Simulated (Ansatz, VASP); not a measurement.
## HfSi3: VASP beside Ansatz

```
CELL_PARAMETERS angstrom
0.00000 3.22855 3.22855
3.22855 0.00000 3.22855
3.22855 3.22855 0.00000
ATOMIC_POSITIONS crystal
Hf 0.50000 0.50000 0.50000
Si 0.00000 0.00000 0.00000
Si 0.75000 0.75000 0.75000
Si 0.25000 0.25000 0.25000
```

Alike in both runs: functional PBE; k mesh 12 × 12 × 12; occupations gaussian, width 0.1 eV; no spin polarisation.

Ansatz relaxed the structure, and its values are those at the end. VASP's run is a single point on that final structure, the one shown.

|  | VASP | Ansatz |
| --- | --- | --- |
| version | VASP 6.6.1 | Ansatz 0.2.0 |
| potentials or method | VASP PAW PBE potentials, release 64 (Hf_pv, Si) | scalar-relativistic, plane waves, PAW |
| plane-wave cutoff (eV) | 520 | 420 |
| valence electrons in the cell | 22 | 38 |

|  | VASP | Ansatz | Ansatz less VASP |
| --- | --- | --- | --- |
| gap on the k mesh at the Fermi level (eV) | none | none | - |
| pressure (GPa) | -0.2 | 0.0 | +0.20 |

A gap of «none» marks a metal or a gap that the smearing closes. The two sets of potentials don't hold the same shells in valence.

The runs have no spin-orbit coupling, so splittings on Hf are missing.
